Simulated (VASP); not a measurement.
# CdTe (F-43m) in VASP: a series of runs, part 2 of 2

VASP 6.6.1.

### Step 4. Single point, PBE (functional pbe, volume scaled by 0.96)

INCAR

```
PREC = Accurate
ENCUT = 520
EDIFF = 1E-6
ISMEAR = -1
SIGMA = 0.01
LREAL = False
LASPH = True
NELM = 60
ALGO = Normal
ISIF = 2
LWAVE = False
LCHARG = False
GGA = PE
NBANDS = 16
```

KPOINTS

```
Automatic mesh
0
Gamma
  7 7 7
```

POSCAR

```
CdTe
1.0
    0.0000000000      3.2377552326      3.2377552326
    3.2377552326      0.0000000000      3.2377552326
    3.2377552326      3.2377552326      0.0000000000
Cd Te
1 1
Direct
    0.0000000000      0.0000000000      0.0000000000
    0.7500000000      0.7500000000      0.7500000000
```

Potentials or basis: VASP PAW PBE potentials, release 64 (Cd, Te).

The run is started by

```console
$ cat potpaw_PBE.64/Cd/POTCAR potpaw_PBE.64/Te/POTCAR > POTCAR
$ mpirun -np 1 vasp_std > vasp.out
```

OUTCAR:

```text
PREC = Accurate
   ENCUT = 520
   EDIFF = 1E-6
   ISMEAR = -1
   LREAL = False
   LASPH = True
   NELM = 60
   ISIF = 2
   GGA = PE

 ion  position               nearest neighbor table
   1  0.000  0.000  0.000-   2 2.80   2 2.80   2 2.80   2 2.80
   2  0.750  0.750  0.750-   1 2.80   1 2.80   1 2.80   1 2.80

  LATTYP: Found a face centered cubic cell.
 ALAT       =     6.4755104652

  Lattice vectors:

 A1 = (   0.0000000000,   3.2377552326,   3.2377552326)
 A2 = (   3.2377552326,   0.0000000000,   3.2377552326)
 A3 = (   3.2377552326,   3.2377552326,   0.0000000000)

Analysis of symmetry for initial positions (statically):
=====================================================================
 Subroutine PRICEL returns:
 Original cell was already a primitive cell.

 Routine SETGRP: Setting up the symmetry group for a
 face centered cubic supercell.

 Subroutine GETGRP returns: Found 24 space group operations
 (whereof 24 operations were pure point group operations)
 out of a pool of 48 trial point group operations.

The static configuration has the point symmetry T_d .

Analysis of symmetry for dynamics (positions and initial velocities):
=====================================================================
 Subroutine PRICEL returns:
 Original cell was already a primitive cell.

 Routine SETGRP: Setting up the symmetry group for a
 face centered cubic supercell.

 Subroutine GETGRP returns: Found 24 space group operations
 (whereof 24 operations were pure point group operations)
 out of a pool of 48 trial point group operations.

The dynamic configuration has the point symmetry T_d .

 Subroutine INISYM returns: Found 24 space group operations
 (whereof 24 operations are pure point group operations),
 and found     1 'primitive' translations

[... 106 lines left out ...]
   IALGO  =     38    algorithm
   IMIX   =      4    mixing-type and parameters
     AMIX     =   0.40;   BMIX     =  1.00
     AMIX_MAG =   1.60;   BMIX_MAG =  1.00
  volume/ion in A,a.u.               =      33.94       229.05
  Fermi-wavevector in a.u.,A,eV,Ry     =   1.051748  1.987515 15.050406  1.106174
  Thomas-Fermi vector in A             =   2.186803
   LORBIT       =      0    0 simple, 1 ext, 2 COOP (PROOUT), +10 PAW based schemes
   GGA     = PE    functional components
   LHFCALC =     F    Hartree Fock is set to
   AEXX    =    0.0000 exact exchange contribution
   IVDW    =     0    specifies the selected vdW correction
   LEPSILON=     F    determine dielectric tensor
   LRPA    =     F    only Hartree local field effects (RPA)
 non-spin polarized calculation
  energy-cutoff  :      520.00
  volume of cell :       67.88
 maximum number of plane-waves:      1849
 NGX is ok and might be reduce to    36
   NGX = 17   NGY = 17   NGZ = 17

 number of electron      17.9999996 magnetization

 Free energy of the ion-electron system (eV)
  ---------------------------------------------------
  ext. energy  EPLUGINS =         0.00000000
  ---------------------------------------------------
  free energy    TOTEN  =        -4.77098746 eV

  energy without entropy =       -4.77098746  energy(sigma->0) =       -4.77098746

 E-fermi :   2.5824     XC(G=0):  -8.5957

 val. band max:        2.3704127169   @ k =   0.0000   0.0000   0.0000
 cond. band min:       3.1494273422   @ k =   0.0000   0.0000   0.0000
 fundamental gap:      0.7790146254
 Fermi energy:         2.5824106581

 k-point     1 :       0.0000    0.0000    0.0000
  band No.  band energies     occupation
      1      -8.8173      2.00000
      2      -5.9249      2.00000
      3      -5.9249      2.00000
      4      -5.9249      2.00000
      5      -5.6625      2.00000
      6      -5.6625      2.00000
[... 357 lines left out ...]
      3      -5.7950      2.00000
      4      -5.6941      2.00000
      5      -5.6590      2.00000
      6      -5.1087      2.00000
[... 8 lines left out ...]
     15      12.5335      0.00000
     16      14.3634      0.00000

------------------------ aborting loop because EDIFF is reached ----------------------------------------

  FORCE on cell =-STRESS in cart. coord.  units (eV):
  Direction    XX          YY          ZZ          XY          YZ          ZX
  --------------------------------------------------------------------------------------
  -------------------------------------------------------------------------------------
  Total        1.2005305      1.2005305      1.2005305      0.0000000      0.0000000      0.0000000
  in kB       28.3349050     28.3349050     28.3349050      0.0000000      0.0000000      0.0000000
  external PRESSURE =      28.3349050 kB  Pullay stress =       0.0000000 kB

 VOLUME and BASIS-vectors are now :
 -----------------------------------------------------------------------------
  energy-cutoff  :      520.00
  volume of cell :       67.88
      direct lattice vectors                 reciprocal lattice vectors
     0.000000000  3.237755233  3.237755233    -0.154427980  0.154427980  0.154427980
     3.237755233  0.000000000  3.237755233     0.154427980 -0.154427980  0.154427980
     3.237755233  3.237755233  0.000000000     0.154427980  0.154427980 -0.154427980

 POSITION                                       TOTAL-FORCE (eV/Angst)
 -----------------------------------------------------------------------------------
      0.00000      0.00000      0.00000        -0.000000     -0.000000     -0.000000
      4.85663      4.85663      4.85663         0.000000      0.000000      0.000000
 -----------------------------------------------------------------------------------
    total drift:                                0.000000      0.000000      0.000000

  FREE ENERGIE OF THE ION-ELECTRON SYSTEM (eV)
  ---------------------------------------------------
  free  energy   TOTEN  =        -4.7709874580 eV

  energy  without entropy=       -4.7709874580  energy(sigma->0) =       -4.77098746
```

It took 21 s on 1 thread of Intel Xeon Platinum 8375C at 2.90GHz (Ice Lake), shared host; peak memory 0.21 GiB.

Results:

* Free energy: -4.7710 eV
* Pressure: 2.8 GPa
* Band gap on the k mesh: 0.78 eV, direct

Caveat: spin-orbit coupling is left out, which moves the levels of the heavy elements.

### Step 5. Overview

```tsv
level	cell	gap on the mesh (eV)	pressure (GPa)
PBEsol	as given	0.55	-1.2
PBEsol	volume scaled by 1.02	0.49	-1.8
PBE	functional pbe, volume scaled by 0.96	0.78	2.8
```

Alike in all rows: task single point; potentials or basis VASP PAW PBE potentials, release 64 (Cd, Te); no spin polarisation; k mesh 7 × 7 × 7; cutoff (eV) 520; smearing fermi-dirac 0.01 eV.

Caveats: spin-orbit coupling is left out, which moves the levels of the heavy elements; the PAW data sets were made with another functional, which shifts forces and pressure a little (some runs).

Absolute energies hang on the potentials; compare differences alone.

### Step 6. How close it comes

Step 2. A measured gap of CdTe is 1.607 eV (0 K; a printed reference work, data compilation); the calculated 0.55 eV misses it by -1.06 eV. So large a miss can be the level of theory's own, or it may mean another phase, state or a wrong row. Spin-orbit coupling on Cd, Te is left out. The value is that of PBEsol, without temperature or zero-point motion. Semilocal functionals fall short of measured gaps as a rule. The cell is a database's relaxed one, not the measured one, which moves gaps too.
